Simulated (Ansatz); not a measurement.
# Cd3Se: one candidate of a structure search, part 2 of 2

The task: take a trial cell of Cd3Se to zero force and stress.

Ansatz 0.2.0; DFT PBE, scalar-relativistic, plane waves, PAW.

**4. Variant: mp_grid.shift [0.5, 0.5, 0.5]**

File input.yaml:

```yaml
crystal:
  lattice:
    - [4.5383267007, 0.0, 0.0]
    - [0.0, 4.5383267007, 0.0]
    - [0.0, 0.0, 4.5383267007]
  atoms:
    - { symbol: Cd, position: [0.5, 0.5, 0.0] }
    - { symbol: Cd, position: [0.5, 0.0, 0.5] }
    - { symbol: Cd, position: [0.0, 0.5, 0.5] }
    - { symbol: Se, position: [0.0, 0.0, 0.0] }
basis:
  ecutwfc: 420
kpoints:
  mp_grid: { grid: [10, 10, 10], shift: [0.5, 0.5, 0.5] }
hamiltonian:
  xc: pbe
scf:
  occupations: { method: gaussian, width: 0.1 }
output:
  forces: true
  eigenvalues: true
  stress: true
```

On the command line:

```sh
$ ansatz run input.yaml --threads 1 --pin off --max-ram 2560MiB --backend cpu --events-out ev --progress --plain --runs-dir out
```

Log, shortened:

```text
Warning: RAYON_NUM_THREADS=1 ignored (pool sized by the plan → 1); use --threads N
[...]
Pseudopotentials: kind: paw
Pseudopotential: Cd, paw, valence charge 20, recommended cutoff 420 eV (normal), Cd.paw.azcp
Pseudopotential: Se, paw, valence charge 16, recommended cutoff 420 eV (normal), Se.paw.azcp
Functional definition: PBE
[...]
Crystal: 4 atoms, lattice volume = 93.473 Å³
Basis set: ecut = 420 eV, 1839 PW (Γ), exchange–correlation on 64×64×64 points (8 copies of the dense FFT grid, shifted against one another)
Bands: 46, of which v1, the nominal top of the filled ones, is band 38 counted from 1 (37 counted from 0)
Symmetry: 48 space group operations
Space group: Pm-3m (ITA 221), of the structure as read, at distance tolerance 4.5e-5 Å
k-points: 35 of 1000
[...]
SCF iter   1: F=—  HF=-30232.364022 eV  |F-HF|=—  |Δ(HF+E_count)|=         —  Δρ=2.14e-3  dr2=1.11e-2  ethr=1.77e-3  ⟨swp⟩=6.3  Hψ=5618  notcnv=0  defer=20
[...]
SCF iter   6: F=-30232.362276 eV  HF=-30232.362276 eV  |F-HF|=4.50e-8  |Δ(HF+E_count)|=   8.99e-9  Δρ=7.66e-6  dr2=6.19e-8  ethr=1.32e-10  ⟨swp⟩=8.4  Hψ=7181  notcnv=0
[...]
SCF converged after 6 iterations
Free energy (F): -30232.362276 eV
[...]
E sigma→0 (E₀):  -30232.356365 eV
Entropy (-TS):   -0.011821 eV (-2.955 meV/atom)
Fermi energy:    12.200676 eV
[...]
--- Forces (eV/Å), atoms counted from 1 ---
  atom   1  Cd    -0.00000000     0.00000000    -0.00000000
  atom   2  Cd    -0.00000000    -0.00000000     0.00000000
  atom   3  Cd     0.00000000     0.00000000     0.00000000
  atom   4  Se     0.00000000    -0.00000000    -0.00000000
[...]
--- Stress (GPa, compression-positive) ---
        0.006591       0.000000       0.000000
        0.000000       0.006591      -0.000000
       -0.000000      -0.000000       0.006591
  P = ⅓ Tr σ = 0.0066 GPa (0.066 kbar)
--- Band table (eV; the first three rows and the last of 35) ---
[...]
```

It took 17 s on 1 thread of Intel Xeon at 2.50GHz (Skylake/Cascade Lake), shared host; peak memory 0.43 GiB.

```
    run     ending  energy change  pressure (GPa)  gap (eV)  force (eV/Å)  cycles     time
 step 3  converged              0             0.0      0.00          0.00       -  2.5 min
variant  converged  +1.7 meV/atom             0.0      0.00          0.00       6     17 s
```

Changing the k-point mesh moves the energy by +1.7 meV/atom. The energy is not variational in the mesh, so the sign tells nothing.

**5. What came out**

The summary covers parts 1 to 2. Changes of volume or cell count from the first structure of part 1.

| quantity | value |
| --- | --- |
| symmetry at the end (tolerance 0.05 Å) | space group Pm-3m (No. 221) |
| conventional cell | a = 4.538 Å, b = 4.538 Å, c = 4.538 Å, α = 90.00°, β = 90.00°, γ = 90.00° |
| volume | 23.37 Å³/atom |
| energy over the elements | +0.02 eV/atom |
| gap on the mesh | none (metal) |

What this shows: The space group Pm-3m (No. 221) is kept, and the volume per atom shrinks by 3.8 % from the first guess. The formation energy of this structure is too near zero to say whether it is bound against the elements. No finished test with a distortion of lower symmetry is shown, so the end may be a saddle point. Spin polarisation is off in the runs that give these values; a magnetic solution could lie lower.
